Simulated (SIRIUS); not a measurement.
# MgS (F-43m) in SIRIUS: reference runs, part 2 of 2

SIRIUS 7.12.0. Earlier steps stand in the parts before.

## Step 3: Single point, PBE, 21.38 Å³/atom (volume scaled by 0.94)

File sirius.json:

```json
{
  "control": {
    "processing_unit": "cpu",
    "verbosity": 2,
    "num_bands_to_print": 15,
    "print_forces": true,
    "print_stress": true
  },
  "parameters": {
    "electronic_structure_method": "pseudopotential",
    "xc_functionals": ["XC_GGA_X_PBE", "XC_GGA_C_PBE"],
    "gk_cutoff": 9.2,
    "pw_cutoff": 18.4,
    "ngridk": [8, 8, 8],
    "shiftk": [0, 0, 0],
    "smearing": "fermi_dirac",
    "smearing_width": 0.0018374661,
    "num_bands": 15,
    "num_mag_dims": 0,
    "num_dft_iter": 100,
    "energy_tol": 1e-08,
    "density_tol": 1e-06
  },
  "iterative_solver": {
    "type": "davidson",
    "min_tolerance": 1e-10
  },
  "mixer": {
    "type": "anderson",
    "beta": 0.7,
    "max_history": 8
  },
  "settings": {
    "tol_ne": 1e-10
  },
  "unit_cell": {
    "lattice_vectors": [
      [0.0, 5.244528647528, 5.244528647528],
      [5.244528647528, 0.0, 5.244528647528],
      [5.244528647528, 5.244528647528, 0.0]
    ],
    "atom_coordinate_units": "lattice",
    "atom_types": ["S", "Mg"],
    "atom_files": {
      "Mg": "Mg.json",
      "S": "S.json"
    },
    "atoms": {
      "S": [
        [0.25, 0.25, 0.25]
      ],
      "Mg": [
        [0.0, 0.0, 0.0]
      ]
    }
  }
}
```

Potentials or basis: PseudoDojo 0.4.1 PBE standard (scalar relativistic).

On the command line:

```console
$ upf_to_json Mg.upf
$ upf_to_json S.upf
$ OMP_NUM_THREADS=1 sirius.scf --input=sirius.json --output=out.json --task=0
```

It took 27 s on 1 thread of Intel Xeon Platinum 8488C (Sapphire Rapids), shared host; peak memory 0.29 GiB.

It converged, with:

```yaml
Free_energy: -1919.3689 eV
Pressure: 5.1 GPa
Band_gap_on_the_k_mesh: 3.75 eV
```

## Step 4: Single point, PBE, 21.83 Å³/atom (volume scaled by 0.96)

sirius.json, as its differences from that of step 3:

```diff
@@ -37,5 +37,5 @@
     "lattice_vectors": [
-      [0.0, 5.244528647528, 5.244528647528],
-      [5.244528647528, 0.0, 5.244528647528],
-      [5.244528647528, 5.244528647528, 0.0]
+      [0.0, 5.281463164732, 5.281463164732],
+      [5.281463164732, 0.0, 5.281463164732],
+      [5.281463164732, 5.281463164732, 0.0]
     ],
```

Potentials or basis: PseudoDojo 0.4.1 PBE standard (scalar relativistic).

On the command line:

```console
$ upf_to_json Mg.upf
$ upf_to_json S.upf
$ OMP_NUM_THREADS=1 sirius.scf --input=sirius.json --output=out.json --task=0
```

Log:

```text
[info] SIRIUS version : 7.12.0
[info] number of MPI ranks           : 1
[info] MPI grid                      : 1 1
[info] maximum number of OMP threads : 1
[fft] FFT context for density and potential
[fft] =====================================
[fft]   comm size                             : 1
[fft]   plane wave cutoff                     : 18.4
[fft]   grid size                             : 48 48 48   total : 110592
[fft]   grid limits                           : -23 24   -23 24   -23 24
[fft]   number of G-vectors within the cutoff : 15462
[fft]   local number of G-vectors             : 15462
[fft]   number of G-shells                    : 837
[fft] FFT context for coarse grid
[fft] =====================================
[fft]   comm size                             : 1
[fft]   plane wave cutoff                     : 18.4
[fft]   grid size                             : 48 48 48   total : 110592
[fft]   grid limits                           : -23 24   -23 24   -23 24
[fft]   number of G-vectors within the cutoff : 15462
[fft]   local number of G-vectors             : 15462
[fft]   number of G-shells                    : 837
[unit cell] lattice vectors
[unit cell]   a1 :       0.0000000000      5.2814631647      5.2814631647
[unit cell]   a2 :       5.2814631647      0.0000000000      5.2814631647
[unit cell]   a3 :       5.2814631647      5.2814631647      0.0000000000
[unit cell] reciprocal lattice vectors
[unit cell]   b1 :      -0.5948337716      0.5948337716      0.5948337716
[unit cell]   b2 :       0.5948337716     -0.5948337716      0.5948337716
[unit cell]   b3 :       0.5948337716      0.5948337716     -0.5948337716
[unit cell] unit cell volume :       294.64071598 [a.u.^3]
[unit cell] 1/sqrt(omega)    :         0.05825774
[unit cell] MT volume        :         0.00000000 ( 0.00%)
[unit cell] IT volume        :       294.64071598 (100.00%)
[unit cell] number of atom types : 2
[... 396 lines left out ...]
[ground_state]     0.000000 9081.696867   -0.000000
[ground_state]     0.000000   -0.000000 9081.696867
[ground_state] === stress_xc ===
[ground_state]  2443.186682    0.000000    0.000000
[ground_state]     0.000000 2443.186682   -0.000000
[ground_state]     0.000000   -0.000000 2443.186682
[ground_state] === stress_core ===
[ground_state]   960.818634    0.000000    0.000000
[ground_state]     0.000000  960.818634    0.000000
[ground_state]     0.000000    0.000000  960.818634
[ground_state] === stress_nonloc ===
[ground_state]  9803.561877   -0.000000    0.000000
[ground_state]    -0.000000 9803.561877    0.000000
[ground_state]     0.000000    0.000000 9803.561877
[ground_state] === stress_us_nl ===
[ground_state]  9803.561877   -0.000000    0.000000
[ground_state]    -0.000000 9803.561877    0.000000
[ground_state]     0.000000    0.000000 9803.561877
[ground_state] === stress_total ===
[ground_state]   -35.953930   -0.000000    0.000000
[ground_state]    -0.000000  -35.953930    0.000000
[ground_state]     0.000000    0.000000  -35.953930
[ground_state] ==== total Forces in Ha/bohr =====
[ground_state] atom:    0, force:       0.0000000      0.0000000      0.0000000
[ground_state] atom:    1, force:       0.0000000     -0.0000000      0.0000000
[ground_state] ==== ultrasoft contribution from Qij =====
[ground_state] atom:    0, force:       0.0000000      0.0000000      0.0000000
[ground_state] atom:    1, force:       0.0000000      0.0000000      0.0000000
[ground_state] ==== non-local contribution from Beta-projector =====
[ground_state] atom:    0, force:       0.0000000      0.0000000      0.0000000
[ground_state] atom:    1, force:       0.0000000      0.0000000      0.0000000
[ground_state] ==== contribution from local potential =====
[ground_state] atom:    0, force:       0.0000000      0.0000000      0.0000000
[ground_state] atom:    1, force:       0.0000000     -0.0000000      0.0000000
[ground_state] ==== contribution from core density =====
[ground_state] atom:    0, force:       0.0000000      0.0000000      0.0000000
[ground_state] atom:    1, force:       0.0000000      0.0000000      0.0000000
[ground_state] ==== Ewald forces from ions =====
[ground_state] atom:    0, force:       0.0000000      0.0000000      0.0000000
[ground_state] atom:    1, force:       0.0000000      0.0000000      0.0000000
[~DFT_ground_state] local op. applied: 13376
[~DFT_ground_state] evp. work count: 3610.88
[~DFT_ground_state] number of iterative solver steps: 959
```

Run time: 28 s. Hardware: 1 thread of Intel Xeon Platinum 8488C (Sapphire Rapids), shared host; peak memory 0.3 GiB.

Results:

- Free energy: -1919.3936 eV
- Pressure: 3.6 GPa
- Band gap on the k mesh: 3.65 eV

## Step 5: Single point, PBE, 22.29 Å³/atom (volume scaled by 0.98)

sirius.json, as its differences from that of step 4:

```diff
@@ -37,5 +37,5 @@
     "lattice_vectors": [
-      [0.0, 5.281463164732, 5.281463164732],
-      [5.281463164732, 0.0, 5.281463164732],
-      [5.281463164732, 5.281463164732, 0.0]
+      [0.0, 5.317888199679, 5.317888199679],
+      [5.317888199679, 0.0, 5.317888199679],
+      [5.317888199679, 5.317888199679, 0.0]
     ],
```

On the command line:

```console
$ upf_to_json Mg.upf
$ upf_to_json S.upf
$ OMP_NUM_THREADS=1 sirius.scf --input=sirius.json --output=out.json --task=0
```

Wall time 27 s (1 thread of Intel Xeon Platinum 8488C (Sapphire Rapids), shared host); peak memory 0.3 GiB.

It converged, with:

- Free energy: -1919.4102 eV
- Pressure: 2.2 GPa
- Band gap on the k mesh: 3.54 eV

## Step 6: Single point, PBE, 23.20 Å³/atom (volume scaled by 1.02)

sirius.json, as its differences from that of step 5:

```diff
@@ -37,5 +37,5 @@
     "lattice_vectors": [
-      [0.0, 5.317888199679, 5.317888199679],
-      [5.317888199679, 0.0, 5.317888199679],
-      [5.317888199679, 5.317888199679, 0.0]
+      [0.0, 5.389277767902, 5.389277767902],
+      [5.389277767902, 0.0, 5.389277767902],
+      [5.389277767902, 5.389277767902, 0.0]
     ],
```

Potentials or basis: PseudoDojo 0.4.1 PBE standard (scalar relativistic).

On the command line:

```console
$ upf_to_json Mg.upf
$ upf_to_json S.upf
$ OMP_NUM_THREADS=1 sirius.scf --input=sirius.json --output=out.json --task=0
```

It took 29 s on 1 thread of Intel Xeon Platinum 8488C (Sapphire Rapids), shared host; peak memory 0.3 GiB.

The run converged. Its results:

```yaml
Free_energy: -1919.4216 eV
Pressure: -0.1 GPa
Band_gap_on_the_k_mesh: 3.34 eV
```

## Step 7: Single point, PBE, 23.65 Å³/atom (volume scaled by 1.04)

sirius.json, as its differences from that of step 6:

```diff
@@ -37,5 +37,5 @@
     "lattice_vectors": [
-      [0.0, 5.389277767902, 5.389277767902],
-      [5.389277767902, 0.0, 5.389277767902],
-      [5.389277767902, 5.389277767902, 0.0]
+      [0.0, 5.424274058782, 5.424274058782],
+      [5.424274058782, 0.0, 5.424274058782],
+      [5.424274058782, 5.424274058782, 0.0]
     ],
```

On the command line:

```console
$ upf_to_json Mg.upf
$ upf_to_json S.upf
$ OMP_NUM_THREADS=1 sirius.scf --input=sirius.json --output=out.json --task=0
```

Wall time 28 s (1 thread of Intel Xeon Platinum 8488C (Sapphire Rapids), shared host); peak memory 0.3 GiB.

The run converged. Its results:

* Free energy: -1919.4179 eV
* Pressure: -1.2 GPa
* Band gap on the k mesh: 3.25 eV

## Step 8: Single point, PBE, 24.10 Å³/atom (volume scaled by 1.06)

sirius.json, as its differences from that of step 7:

```diff
@@ -37,5 +37,5 @@
     "lattice_vectors": [
-      [0.0, 5.424274058782, 5.424274058782],
-      [5.424274058782, 0.0, 5.424274058782],
-      [5.424274058782, 5.424274058782, 0.0]
+      [0.0, 5.458824506578, 5.458824506578],
+      [5.458824506578, 0.0, 5.458824506578],
+      [5.458824506578, 5.458824506578, 0.0]
     ],
```

On the command line:

```console
$ upf_to_json Mg.upf
$ upf_to_json S.upf
$ OMP_NUM_THREADS=1 sirius.scf --input=sirius.json --output=out.json --task=0
```

Wall time 27 s (1 thread of Intel Xeon Platinum 8488C (Sapphire Rapids), shared host); peak memory 0.32 GiB.

Results (log left out):

```
Free energy            : -1919.4087 eV
Pressure               : -2.1 GPa
Band gap on the k mesh : 3.16 eV
```

## Step 9: Equation of state, PBE

Potentials or basis: PseudoDojo 0.4.1 PBE standard (scalar relativistic).

No new run: the results of the series are fitted here.

Results:

| Quantity | Value |
| --- | --- |
| Equilibrium volume | 23.14 Å³/atom |
| Bulk modulus | 55 GPa |
| Pressure derivative of the bulk modulus | 4.1 |

Energy against volume, from the lowest point:
| volume (Å³/atom) | energy (meV/atom) |
| --- | --- |
| 21.376 | 26.36 |
| 21.831 | 14.00 |
| 22.285 | 5.74 |
| 22.740 | 1.19 |
| 23.195 | 0.00 |
| 23.650 | 1.85 |
| 24.105 | 6.45 |
